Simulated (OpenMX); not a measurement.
KF:

```
CELL_PARAMETERS angstrom
3.25895 0.00000 0.00000
0.00000 3.25895 0.00000
0.00000 0.00000 3.25895
ATOMIC_POSITIONS crystal
K 0.00000 0.00000 0.00000
F 0.50000 0.50000 0.50000
```

The cell comes from a database or a generator and needn't be the stable form of this composition.

- Program: OpenMX 3.8.5
- Task: single point
- Functional: PBE
- Potentials or basis: OpenMX 2013 PBE set, K10.0-s3p2d1, F6.0-s2p2d1, grid cutoff 400 Ry
- k mesh: 9 × 9 × 9
- Occupations: fermi-dirac, width 0.05 eV
- Spin: no spin polarisation

On this cell: pressure -0.1 GPa; largest force zero by symmetry; band gap on the k mesh 6.24 eV, indirect (least direct gap 6.28 eV).

The same run follows on a disturbed copy (atoms moved at random, drawn with an rms of 0.05 Å):

```
CELL_PARAMETERS angstrom
3.25895 0.00000 0.00000
0.00000 3.25895 0.00000
0.00000 0.00000 3.25895
ATOMIC_POSITIONS crystal
K 0.99886 0.00911 0.98961
F 0.50522 0.49190 0.48728
```

Task: What changes?

Result: The energy moves by +0.4 meV/atom; pressure -0.1 GPa; largest force 0.024 eV/Å; band gap on the k mesh 6.24 eV, indirect (least direct gap 6.29 eV).

Forces in eV/Å, atoms in the order of the input:
```
K    0.004 -0.008 -0.002
F   -0.013  0.020  0.000
```

The forces don't sum to zero, so they hold noise of the program's grid.

Caveats: an odd mesh through Γ misses points on the zone boundary, where band edges often lie; the basis of atomic orbitals isn't converged, which shifts pressures, moduli and gaps.
